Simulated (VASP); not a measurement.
# Sn (Im-3m) in VASP: notebook

The runs below take Sn through relaxation of cell and atoms, with PBE.

Program: VASP 6.6.1. These are calculated values, not measurements. Logs are shortened: lines on timing, memory, paths and dates and some standing lists are left out, and cuts for length are marked.

## Step 1: The crystal as given

The structure is cubic, space group Im-3m (No. 229). Conventional cell: a = 3.789 Å, b = 3.789 Å, c = 3.789 Å, α = 90.00°, β = 90.00°, γ = 90.00°. Around Sn (site symmetry m-3m) lie 8 Sn at 3.28 Å.

This isn't the form of Sn at room conditions, which is tetragonal (white tin).

## Step 2: Relaxation of cell and atoms, PBE

INCAR reads:

```
SYSTEM = Sn
ALGO = Normal
EDIFF = 1E-6
EDIFFG = -0.01
ENCUT = 600
GGA = PE
IBRION = 2
ISIF = 3
ISMEAR = 0
LASPH = .True.
LCHARG = .False.
LREAL = .False.
LWAVE = .False.
NELM = 80
NSW = 90
PREC = Accurate
SIGMA = 0.03
```

KPOINTS reads:

```
k-points
0
Gamma
  12 12 12
  0 0 0
```

POSCAR reads:

```
Sn
1.0
   -1.8946518192      1.8946518192      1.8946518192
    1.8946518192     -1.8946518192      1.8946518192
    1.8946518192      1.8946518192     -1.8946518192
Sn
1
Direct
    0.0000000000      0.0000000000      0.0000000000
```

Potentials or basis: VASP PAW PBE potentials, release 64 (Sn_d).

Command:

```sh
> cat potpaw_PBE.64/Sn_d/POTCAR > POTCAR
> mpirun -np 1 vasp_std > vasp.out
```

OUTCAR:

```text
SYSTEM = Sn
   EDIFF = 1E-6
   EDIFFG = -0.01
   ENCUT = 600
   GGA = PE
   IBRION = 2
   ISIF = 3
   ISMEAR = 0
   LASPH = .True.
   LREAL = .False.
   NELM = 80
   NSW = 90
   PREC = Accurate

 ion  position               nearest neighbor table
   1  0.000  0.000  0.000-

  LATTYP: Found a body centered cubic cell.
 ALAT       =     3.7893036384

  Lattice vectors:

 A1 = (  -1.8946518192,   1.8946518192,   1.8946518192)
 A2 = (   1.8946518192,  -1.8946518192,   1.8946518192)
 A3 = (   1.8946518192,   1.8946518192,  -1.8946518192)

Analysis of symmetry for initial positions (statically):
=====================================================================
 Subroutine PRICEL returns:
 Original cell was already a primitive cell.

 Routine SETGRP: Setting up the symmetry group for a
 body centered cubic supercell.

 Subroutine GETGRP returns: Found 48 space group operations
 (whereof 48 operations were pure point group operations)
 out of a pool of 48 trial point group operations.

The static configuration has the point symmetry O_h .

Analysis of symmetry for dynamics (positions and initial velocities):
=====================================================================
 Subroutine PRICEL returns:
 Original cell was already a primitive cell.

 Routine SETGRP: Setting up the symmetry group for a
 body centered cubic supercell.

 Subroutine GETGRP returns: Found 48 space group operations
 (whereof 48 operations were pure point group operations)
 out of a pool of 48 trial point group operations.

The dynamic configuration has the point symmetry O_h .

 Subroutine INISYM returns: Found 48 space group operations
 (whereof 48 operations are pure point group operations),
 and found     1 'primitive' translations

----------------------------------------------------------------------------------------

                                     Primitive cell

  volume of cell :      27.2050

  direct lattice vectors                    reciprocal lattice vectors
    -1.894651819  1.894651819  1.894651819     0.000000000  0.263900731  0.263900731
     1.894651819 -1.894651819  1.894651819     0.263900731  0.000000000  0.263900731
     1.894651819  1.894651819 -1.894651819     0.263900731  0.263900731  0.000000000

  length of vectors
     3.281633214  3.281633214  3.281633214     0.373211993  0.373211993  0.373211993

  position of ions in fractional coordinates (direct lattice)
[... 99 lines left out ...]
  Fermi-wavevector in a.u.,A,eV,Ry     =   1.311902  2.479136 23.416813  1.721087
  Thomas-Fermi vector in A             =   2.442332
   LORBIT       =      0    0 simple, 1 ext, 2 COOP (PROOUT), +10 PAW based schemes
   GGA     = PE    functional components
   LHFCALC =     F    Hartree Fock is set to
   AEXX    =    0.0000 exact exchange contribution
   IVDW    =     0    specifies the selected vdW correction
   LEPSILON=     F    determine dielectric tensor
   LRPA    =     F    only Hartree local field effects (RPA)
 conjugate gradient relaxation of ions
 non-spin polarized calculation
 Gauss-broadening in eV      SIGMA  =   0.03
  energy-cutoff  :      600.00
  volume of cell :       27.20
 maximum number of plane-waves:       935
 NGX is ok and might be reduce to    28
   NGX = 13   NGY = 13   NGZ = 13

--------------------------------------- Ionic step        1  -------------------------------------------

 number of electron      13.9999996 magnetization

 Free energy of the ion-electron system (eV)
  ---------------------------------------------------
  ext. energy  EPLUGINS =         0.00000000
  ---------------------------------------------------
  free energy    TOTEN  =        -3.77569394 eV

  energy without entropy =       -3.77541897  energy(sigma->0) =       -3.77555645

------------------------ aborting loop because EDIFF is reached ----------------------------------------

  FORCE on cell =-STRESS in cart. coord.  units (eV):
  Direction    XX          YY          ZZ          XY          YZ          ZX
  --------------------------------------------------------------------------------------
  -------------------------------------------------------------------------------------
  Total        0.0791033      0.0791033      0.0791033      0.0000000      0.0000000      0.0000000
  in kB        4.6586138      4.6586138      4.6586138      0.0000000      0.0000000      0.0000000
  external PRESSURE =       4.6586138 kB  Pullay stress =       0.0000000 kB
[... 57 lines left out ...]
--------------------------------------- Ionic step        3  -------------------------------------------

 number of electron      13.9999996 magnetization

 Free energy of the ion-electron system (eV)
  ---------------------------------------------------
  ext. energy  EPLUGINS =         0.00000000
  ---------------------------------------------------
  free energy    TOTEN  =        -3.77604708 eV

  energy without entropy =       -3.77568316  energy(sigma->0) =       -3.77586512

 E-fermi :   7.9697     XC(G=0): -10.3207

 val. band max:        7.9638343470   @ k =   0.1667   0.1667   0.0833
 cond. band min:       8.0806223297   @ k =  -0.3333   0.3333   0.2500
 fundamental gap:      0.1167879827
 Fermi energy:         7.9696887439

 k-point     1 :       0.0000    0.0000    0.0000
  band No.  band energies     occupation
      1     -13.6022      2.00000
      2     -13.6022      2.00000
      3     -13.6022      2.00000
      4     -13.4683      2.00000
      5     -13.4683      2.00000
      6      -3.0481      2.00000
      7      15.8354      0.00000
      8      15.8354      0.00000
      9      15.8354      0.00000
     10      20.0587      0.00000
     11      20.0587      0.00000
[... 309 lines left out ...]
 k-point    24 :       0.4167    0.0833    0.0833
  band No.  band energies     occupation
      1     -13.6333      2.00000
      2     -13.5730      2.00000
      3     -13.4753      2.00000
      4     -13.4739      2.00000
      5     -13.4100      2.00000
      6       1.7857      2.00000
      7       3.9326      2.00000
      8       9.7930      0.00000
      9      11.2841      0.00000
     10      18.2057      0.00000
     11      18.7158      0.00000

 [... further k-points ...]

------------------------ aborting loop because EDIFF is reached ----------------------------------------

  FORCE on cell =-STRESS in cart. coord.  units (eV):
  Direction    XX          YY          ZZ          XY          YZ          ZX
  --------------------------------------------------------------------------------------
  -------------------------------------------------------------------------------------
  Total        0.0054778      0.0054778      0.0054778      0.0000000      0.0000000     -0.0000000
  in kB        0.3195630      0.3195630      0.3195630      0.0000000      0.0000000     -0.0000000
  external PRESSURE =       0.3195630 kB  Pullay stress =       0.0000000 kB
[... 16 lines left out ...]
  FREE ENERGIE OF THE ION-ELECTRON SYSTEM (eV)
  ---------------------------------------------------
  free  energy   TOTEN  =        -3.7760470810 eV

  energy  without entropy=       -3.7756831584  energy(sigma->0) =       -3.77586512

 reached required accuracy - stopping structural energy minimisation
```

CONTCAR:

```text
Sn
   1.00000000000000
    -1.9006422768615518    1.9006422768615518    1.9006422768615518
     1.9006422768615518   -1.9006422768615518    1.9006422768615518
     1.9006422768615518    1.9006422768615518   -1.9006422768615518
  Sn
     1
Direct
     0.0000000000000000    0.0000000000000000    0.0000000000000000

  0.00000000E+00  0.00000000E+00  0.00000000E+00
```

It took 27 s on 1 thread of Intel Xeon Platinum 8488C (Sapphire Rapids), shared host; peak memory 0.17 GiB.

Results:

```
Free energy                            : -3.7760 eV
Relaxed volume                         : 27.46 Å³/atom
Relaxed cell                           : a = 3.292 Å, b = 3.292 Å, c = 3.292 Å, α = 109.47°, β = 109.47°, γ = 109.47°
Space group after relaxing (to 0.05 Å) : Im-3m (No. 229)
Energy gained by relaxing              : 0.4 meV/atom
Ionic steps                            : 3
Pressure after relaxing                : 0.0 GPa
Band gap on the k mesh                 : none (metal or under the smearing width)
```

The path:
| step | energy change (eV) | largest force (eV/Å) | pressure (GPa) | volume (Å³) |
| --- | --- | --- | --- | --- |
| 1 | 0.0000 | 0.0000 | 0.47 | 27.20 |
| 2 | -0.0003 | 0.0000 | -0.07 | 27.52 |
| 3 | -0.0004 | 0.0000 | 0.03 | 27.46 |

Final structure:
```cif
data_structure
_symmetry_space_group_name_H-M 'P 1'
_symmetry_Int_Tables_number 1
_cell_length_a 3.2920
_cell_length_b 3.2920
_cell_length_c 3.2920
_cell_angle_alpha 109.471
_cell_angle_beta 109.471
_cell_angle_gamma 109.471
_cell_volume 27.46
loop_
_atom_site_label
_atom_site_type_symbol
_atom_site_fract_x
_atom_site_fract_y
_atom_site_fract_z
_atom_site_occupancy
Sn1 Sn 0.00000 0.00000 0.00000 1
```

Levels at points of the mesh, in eV from the Fermi level:
```tsv
k point	band 4	band 5	band 6	band 7	band 8	band 9	band 10	band 11
(0.00, 0.00, 0.00)	-21.44	-21.44	-11.02	7.87	7.87	7.87	12.09	12.09
(0.50, 0.00, 0.00)	-21.44	-21.36	-6.41	-4.37	3.56	5.40	7.89	8.21
(0.50, 0.50, 0.50)	-21.38	-21.38	-2.54	-0.47	-0.47	-0.47	3.83	3.83
```

## Step 3: Relaxation of cell and atoms, PBE

This run uses another cell than the first one, of 27.46 Å³/atom, 1.010 times its volume.

INCAR, as its differences from that of step 2:

```diff
@@ -2,4 +2,4 @@
 ALGO = Normal
-EDIFF = 1E-6
-EDIFFG = -0.01
+EDIFF = 1E-7
+EDIFFG = -0.005
 ENCUT = 600
```

KPOINTS is that of step 2.

POSCAR reads:

```
Sn                                      
1.0
   -1.9006422769      1.9006422769      1.9006422769
    1.9006422769     -1.9006422769      1.9006422769
    1.9006422769      1.9006422769     -1.9006422769
  Sn            
     1
Direct
     0.0000000000000000    0.0000000000000000    0.0000000000000000
```

Potentials or basis: VASP PAW PBE potentials, release 64 (Sn_d).

Command:

```sh
> cat potpaw_PBE.64/Sn_d/POTCAR > POTCAR
> mpirun -np 1 vasp_std > vasp.out
```

OUTCAR:

```text
SYSTEM = Sn
   EDIFF = 1E-7
   EDIFFG = -0.005
   ENCUT = 600
   GGA = PE
   IBRION = 2
   ISIF = 3
   ISMEAR = 0
   LASPH = .True.
   LREAL = .False.
   NELM = 80
   NSW = 90
   PREC = Accurate

 ion  position               nearest neighbor table
   1  0.000  0.000  0.000-

  LATTYP: Found a body centered cubic cell.
 ALAT       =     3.8012845538

  Lattice vectors:

 A1 = (  -1.9006422769,   1.9006422769,   1.9006422769)
 A2 = (   1.9006422769,  -1.9006422769,   1.9006422769)
[... 520 lines left out ...]
 [... further k-points ...]

------------------------ aborting loop because EDIFF is reached ----------------------------------------

  FORCE on cell =-STRESS in cart. coord.  units (eV):
  Direction    XX          YY          ZZ          XY          YZ          ZX
  --------------------------------------------------------------------------------------
  -------------------------------------------------------------------------------------
  Total       -0.0009442     -0.0009442     -0.0009442      0.0000000     -0.0000000      0.0000000
  in kB       -0.0550829     -0.0550829     -0.0550829      0.0000000     -0.0000000      0.0000000
  external PRESSURE =      -0.0550829 kB  Pullay stress =       0.0000000 kB

 VOLUME and BASIS-vectors are now :
 -----------------------------------------------------------------------------
  energy-cutoff  :      600.00
  volume of cell :       27.46
      direct lattice vectors                 reciprocal lattice vectors
    -1.900642277  1.900642277  1.900642277     0.000000000  0.263068967  0.263068967
     1.900642277 -1.900642277  1.900642277     0.263068967  0.000000000  0.263068967
     1.900642277  1.900642277 -1.900642277     0.263068967  0.263068967  0.000000000

 POSITION                                       TOTAL-FORCE (eV/Angst)
 -----------------------------------------------------------------------------------
      0.00000      0.00000      0.00000         0.000000     -0.000000      0.000000
 -----------------------------------------------------------------------------------
    total drift:                               -0.000000     -0.000000     -0.000000

  FREE ENERGIE OF THE ION-ELECTRON SYSTEM (eV)
  ---------------------------------------------------
  free  energy   TOTEN  =        -3.7760765092 eV

  energy  without entropy=       -3.7757126360  energy(sigma->0) =       -3.77589457

 reached required accuracy - stopping structural energy minimisation
```

OSZICAR:

```text
N       E                     dE             d eps       ncg     rms          rms(c)
DAV:   1     0.791575295447E+02    0.79158E+02   -0.81225E+03  1596   0.205E+03
DAV:   2     0.108159092010E+01   -0.78076E+02   -0.76478E+02  1628   0.368E+02
DAV:   3    -0.368369363920E+01   -0.47653E+01   -0.47404E+01  1806   0.796E+01
DAV:   4    -0.378530721504E+01   -0.10161E+00   -0.10159E+00  1769   0.126E+01
DAV:   5    -0.378916291691E+01   -0.38557E-02   -0.38556E-02  1945   0.235E+00    0.131E+00
DAV:   6    -0.377930616149E+01    0.98568E-02   -0.12517E-02  1876   0.210E+00    0.721E-01
DAV:   7    -0.377620298997E+01    0.31032E-02   -0.82662E-03  1867   0.163E+00    0.977E-02
DAV:   8    -0.377607538295E+01    0.12761E-03   -0.66127E-04  1818   0.497E-01    0.205E-02
DAV:   9    -0.377607553435E+01   -0.15140E-06   -0.11326E-05  2096   0.482E-02    0.149E-02
DAV:  10    -0.377607641277E+01   -0.87843E-06   -0.27099E-06  1797   0.233E-02    0.132E-03
DAV:  11    -0.377607650924E+01   -0.96466E-07   -0.76608E-08  1143   0.494E-03
   1 F= -.37760765E+01 E0= -.37758946E+01  d E =-.377608E+01
```

It took 13 s on 1 thread of Intel Xeon Platinum 8488C (Sapphire Rapids), shared host; peak memory 0.17 GiB.

What came out:

| Quantity | Value |
| --- | --- |
| Free energy | -3.7761 eV |
| Pressure after relaxing | 0.0 GPa |
| Band gap on the k mesh | none (metal or under the smearing width) |

Final structure:
```yaml
crystal:
  lattice:
    - [-1.90064, 1.90064, 1.90064]
    - [1.90064, -1.90064, 1.90064]
    - [1.90064, 1.90064, -1.90064]
  atoms:
    - { symbol: Sn, position: [0.00000, 0.00000, 0.00000] }
```

Levels at points of the mesh, in eV from the Fermi level:
```csv
k point,band 4,band 5,band 6,band 7,band 8,band 9,band 10,band 11
"(0.00, 0.00, 0.00)",-21.44,-21.44,-11.02,7.87,7.87,7.87,12.09,12.09
"(0.50, 0.00, 0.00)",-21.44,-21.36,-6.41,-4.37,3.56,5.40,7.89,8.21
"(0.50, 0.50, 0.50)",-21.38,-21.38,-2.54,-0.47,-0.47,-0.47,3.83,3.83
```

Caveat: the relaxation stopped at its first step, so nothing moved.
